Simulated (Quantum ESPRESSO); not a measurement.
# CoSi2 (I4/mmm) in Quantum ESPRESSO: single point with PBEsol

Aim: the single point of CoSi2 with PBEsol.

Everything below comes from runs of Quantum ESPRESSO 7.5. Logs are shortened: lines on timing, memory, paths and dates and some standing lists are left out, and cuts for length are marked.

## (1) The crystal as given

The structure is tetragonal, space group I4/mmm (No. 139). Conventional cell: a = 3.823 Å, b = 3.823 Å, c = 5.248 Å, α = 90.00°, β = 90.00°, γ = 90.00°. Co (site symmetry 4/mmm) has 8 Si at 2.32 Å as nearest neighbours. Si (site symmetry -4m2) is surrounded by 4 Co at 2.32 Å and 2 Si at 2.62 Å.

The cell was built by a generator and needn't be a form met in nature.

## (2) Single point, PBEsol

Input file pw.in:

```
&CONTROL
  calculation = 'scf'
  prefix = 'pwscf'
  outdir = './tmp'
  pseudo_dir = './pseudo'
  tprnfor = .true.
  tstress = .true.
  disk_io = 'nowf'
/
&SYSTEM
  ibrav = 0
  nat = 3
  ntyp = 2
  ecutwfc = 56
  ecutrho = 448
  nbnd = 19
  occupations = 'smearing'
  smearing = 'mp'
  degauss = 0.00734986
/
&ELECTRONS
  conv_thr = 6d-10
  electron_maxstep = 120
  mixing_beta = 0.5
/
ATOMIC_SPECIES
Co    58.9332 co_pbesol_v1.2.uspp.F.UPF
Si    28.0850 si_pbesol_v1.uspp.F.UPF
CELL_PARAMETERS angstrom
   0.0000000000    2.7034771500    2.6238069000
   2.7034771500    0.0000000000    2.6238069000
   2.7034771500    2.7034771500    0.0000000000
ATOMIC_POSITIONS crystal
Co     0.0000000000    0.0000000000    0.0000000000
Si     0.2500000000    0.2500000000    0.2500000000
Si     0.7500000000    0.7500000000    0.7500000000
K_POINTS automatic
16 16 16 0 0 0
```

Potentials or basis: GBRV 1.5 PBEsol.

Launch:

```bash
> OMP_NUM_THREADS=1 pw.x -in pw.in > pw.out
```

pw.out:

```text
This program is part of the open-source Quantum ESPRESSO suite
     for quantum simulation of materials; please cite
[... 9 lines left out ...]
     --------------------
     sticks:   dense  smooth     PW     G-vecs:    dense   smooth      PW
     Sum        1573     785    249                41333    14663    2549

     Using Slab Decomposition

     bravais-lattice index     =            0
     lattice parameter (alat)  =       7.1193  a.u.
     unit-cell volume          =     258.8236 (a.u.)^3
     number of atoms/cell      =            3
     number of atomic types    =            2
     number of electrons       =        25.00
     number of Kohn-Sham states=           19
     kinetic-energy cutoff     =      56.0000  Ry
     charge density cutoff     =     448.0000  Ry
     scf convergence threshold =      6.0E-10
     mixing beta               =       0.5000
     number of iterations used =            8  plain     mixing
     Exchange-correlation= SLA  PW   PSX  PSC
                           (   1   4  10   8   0   0   0)

     celldm(1)=   7.119316  celldm(2)=   0.000000  celldm(3)=   0.000000
     celldm(4)=   0.000000  celldm(5)=   0.000000  celldm(6)=   0.000000

     crystal axes: (cart. coord. in units of alat)
               a(1) = (   0.000000   0.717601   0.696454 )
               a(2) = (   0.717601   0.000000   0.696454 )
               a(3) = (   0.717601   0.717601   0.000000 )

     reciprocal axes: (cart. coord. in units 2 pi/alat)
               b(1) = ( -0.696766  0.696766  0.717922 )
               b(2) = (  0.696766 -0.696766  0.717922 )
               b(3) = (  0.696766  0.696766 -0.717922 )

     PseudoPot. # 1 for Co read from file:
     co_pbesol_v1.2.uspp.F.UPF
     Pseudo is Ultrasoft + core correction, Zval = 17.0
     Generated by new atomic code, or converted to UPF format
     Using radial grid of  863 points,  6 beta functions with:
                l(1) =   0
                l(2) =   0
                l(3) =   1
                l(4) =   1
                l(5) =   2
                l(6) =   2
     Q(r) pseudized with  8 coefficients,  rinner =    1.200   1.200   1.200
                                                       1.200   1.200

     PseudoPot. # 2 for Si read from file:
     si_pbesol_v1.uspp.F.UPF
     Pseudo is Ultrasoft + core correction, Zval =  4.0
     Generated by new atomic code, or converted to UPF format
     Using radial grid of  899 points,  6 beta functions with:
                l(1) =   0
                l(2) =   0
                l(3) =   1
                l(4) =   1
                l(5) =   2
                l(6) =   2
     Q(r) pseudized with  8 coefficients,  rinner =    0.900   0.900   0.900
                                                       0.900   0.900

     atomic species   valence    mass     pseudopotential
     Co               17.00    58.93320     Co( 1.00)
     Si                4.00    28.08500     Si( 1.00)

     16 Sym. Ops., with inversion, found

   Cartesian axes

     site n.     atom                  positions (alat units)
         1        Co     tau(   1) = (   0.0000000   0.0000000   0.0000000  )
         2        Si     tau(   2) = (   0.3588007   0.3588007   0.3482270  )
         3        Si     tau(   3) = (   1.0764021   1.0764021   1.0446810  )

     number of k points=   349  Methfessel-Paxton smearing, width (Ry)=  0.0073

     Number of k-points >= 100: set verbosity='high' to print them.

     Dense  grid:    41333 G-vectors     FFT dimensions: (  48,  48,  50)

     Smooth grid:    14663 G-vectors     FFT dimensions: (  36,  36,  36)

     Check: negative core charge=   -0.000010

     Initial potential from superposition of free atoms

     starting charge      23.9987, renormalised to      25.0000
     Starting wfcs are   21 randomized atomic wfcs

     Self-consistent Calculation

     iteration #  1     ecut=    56.00 Ry     beta= 0.50
     Davidson diagonalization with overlap
     ethr =  1.00E-02,  avg # of iterations =  4.3

     total energy              =    -307.70957144 Ry
     estimated scf accuracy    <      16.22716084 Ry

     iteration #  2     ecut=    56.00 Ry     beta= 0.50
     Davidson diagonalization with overlap
     ethr =  1.00E-02,  avg # of iterations =  3.0

     total energy              =    -316.79688901 Ry
     estimated scf accuracy    <      33.68860761 Ry

     iteration #  3     ecut=    56.00 Ry     beta= 0.50
     Davidson diagonalization with overlap
     ethr =  1.00E-02,  avg # of iterations =  2.0

     total energy              =    -317.46416882 Ry
     estimated scf accuracy    <       6.96670199 Ry

     iteration #  4     ecut=    56.00 Ry     beta= 0.50
     Davidson diagonalization with overlap
     ethr =  1.00E-02,  avg # of iterations =  1.5

     total energy              =    -317.69770665 Ry
     estimated scf accuracy    <       1.57561708 Ry

     iteration #  5     ecut=    56.00 Ry     beta= 0.50
     Davidson diagonalization with overlap
     ethr =  6.30E-03,  avg # of iterations =  1.0

     total energy              =    -317.28397126 Ry
     estimated scf accuracy    <       1.02036753 Ry

     iteration #  6     ecut=    56.00 Ry     beta= 0.50
     Davidson diagonalization with overlap
     ethr =  4.08E-03,  avg # of iterations =  1.8

     total energy              =    -317.57020122 Ry
     estimated scf accuracy    <       0.67135526 Ry

     iteration #  7     ecut=    56.00 Ry     beta= 0.50
     Davidson diagonalization with overlap
     ethr =  2.69E-03,  avg # of iterations =  1.0

     total energy              =    -317.54050330 Ry
     estimated scf accuracy    <       0.55745442 Ry

     iteration #  8     ecut=    56.00 Ry     beta= 0.50
     Davidson diagonalization with overlap
     ethr =  2.23E-03,  avg # of iterations =  1.0

     total energy              =    -317.51270480 Ry
     estimated scf accuracy    <       0.28336366 Ry

     iteration #  9     ecut=    56.00 Ry     beta= 0.50
     Davidson diagonalization with overlap
     ethr =  1.13E-03,  avg # of iterations =  1.1

     total energy              =    -317.51183310 Ry
     estimated scf accuracy    <       0.04516129 Ry

     iteration # 10     ecut=    56.00 Ry     beta= 0.50
     Davidson diagonalization with overlap
     ethr =  1.81E-04,  avg # of iterations =  1.6

     total energy              =    -317.51746965 Ry
     estimated scf accuracy    <       0.00157485 Ry

     iteration # 11     ecut=    56.00 Ry     beta= 0.50
     Davidson diagonalization with overlap
     ethr =  6.30E-06,  avg # of iterations =  3.2

     total energy              =    -317.51751294 Ry
     estimated scf accuracy    <       0.00174145 Ry

     iteration # 12     ecut=    56.00 Ry     beta= 0.50
     Davidson diagonalization with overlap
     ethr =  6.30E-06,  avg # of iterations =  1.0

     total energy              =    -317.51722593 Ry
     estimated scf accuracy    <       0.00158385 Ry

     iteration # 13     ecut=    56.00 Ry     beta= 0.50
     Davidson diagonalization with overlap
     ethr =  6.30E-06,  avg # of iterations =  1.0

     total energy              =    -317.51734830 Ry
     estimated scf accuracy    <       0.00000941 Ry

     iteration # 14     ecut=    56.00 Ry     beta= 0.50
     Davidson diagonalization with overlap
     ethr =  3.76E-08,  avg # of iterations =  3.4

     total energy              =    -317.51735232 Ry
     estimated scf accuracy    <       0.00000314 Ry

     iteration # 15     ecut=    56.00 Ry     beta= 0.50
     Davidson diagonalization with overlap
     ethr =  1.26E-08,  avg # of iterations =  2.0

     total energy              =    -317.51735280 Ry
     estimated scf accuracy    <       0.00000019 Ry

     iteration # 16     ecut=    56.00 Ry     beta= 0.50
     Davidson diagonalization with overlap
     ethr =  7.51E-10,  avg # of iterations =  3.6

     total energy              =    -317.51735284 Ry
     estimated scf accuracy    <       0.00000002 Ry

     iteration # 17     ecut=    56.00 Ry     beta= 0.50
     Davidson diagonalization with overlap
     ethr =  9.58E-11,  avg # of iterations =  2.4

     total energy              =    -317.51735285 Ry
     estimated scf accuracy    <       0.00000001 Ry

     iteration # 18     ecut=    56.00 Ry     beta= 0.50
     Davidson diagonalization with overlap
     ethr =  5.51E-11,  avg # of iterations =  1.0

     total energy              =    -317.51735285 Ry
     estimated scf accuracy    <          1.1E-09 Ry

     iteration # 19     ecut=    56.00 Ry     beta= 0.50
     Davidson diagonalization with overlap
     ethr =  4.54E-12,  avg # of iterations =  2.3

     End of self-consistent calculation

     Number of k-points >= 100: set verbosity='high' to print the bands.

     the Fermi energy is    12.6963 ev

!    total energy              =    -317.51735285 Ry
     estimated scf accuracy    <          1.2E-10 Ry
     smearing contrib. (-TS)   =       0.00002520 Ry
     internal energy E=F+TS    =    -317.51737805 Ry

     The total energy is F=E-TS. E is the sum of the following terms:
     one-electron contribution =    -237.64218636 Ry
     hartree contribution      =     131.81213467 Ry
     xc contribution           =     -41.18180998 Ry
     ewald contribution        =    -170.50551638 Ry

     convergence has been achieved in  19 iterations

     Forces acting on atoms (cartesian axes, Ry/au):

     atom    1 type  1   force =     0.00000000    0.00000000    0.00000000
     atom    2 type  2   force =     0.00000000    0.00000000    0.00000000
     atom    3 type  2   force =     0.00000000    0.00000000    0.00000000

     Total force =     0.000000     Total SCF correction =     0.000000

     Computing stress (Cartesian axis) and pressure

          total   stress  (Ry/bohr**3)                   (kbar)     P=      -43.44
  -0.00036407  -0.00000000   0.00000000          -53.56       -0.00        0.00
  -0.00000000  -0.00036407   0.00000000           -0.00      -53.56        0.00
   0.00000000   0.00000000  -0.00015780            0.00        0.00      -23.21

=------------------------------------------------------------------------------=
   JOB DONE.
=------------------------------------------------------------------------------=
```

Run time: 7.1 min. Hardware: 1 thread of Intel Xeon Platinum 8259CL at 2.50GHz (Skylake/Cascade Lake), shared host; peak memory 0.36 GiB.

Results:

* Free energy: -4320.0437 eV
* Pressure: -4.3 GPa
* Band gap on the k mesh: none (metal or under the smearing width)

Stress tensor (GPa, compression positive):
```
-5.36  0.00  0.00
 0.00 -5.36  0.00
 0.00  0.00 -2.32
```

Levels at points of the mesh, in eV from the Fermi level:
| k point | band 9 | band 10 | band 11 | band 12 | band 13 | band 14 | band 15 | band 16 | band 17 | band 18 |
| --- | --- | --- | --- | --- | --- | --- | --- | --- | --- | --- |
| (0.00, 0.00, 0.00) | -1.97 | -1.84 | 0.80 | 3.21 | 3.31 | 3.31 | 3.60 | 3.60 | 3.63 | 5.32 |
| (0.00, 0.00, -0.50) | -2.19 | -1.62 | -1.61 | -0.57 | -0.37 | 2.69 | 3.42 | 3.44 | 4.43 | 10.17 |
| (0.00, -0.50, -0.50) | -3.42 | -2.05 | -1.98 | -1.88 | -1.31 | 1.70 | 2.95 | 8.54 | 9.20 | 10.14 |
| (-0.50, -0.50, 0.00) | -3.77 | -1.93 | -1.93 | -1.86 | -1.35 | 1.49 | 2.80 | 8.63 | 9.55 | 9.55 |

Spin polarisation is off, so any magnetic state and its effect on volume and gap are missing.
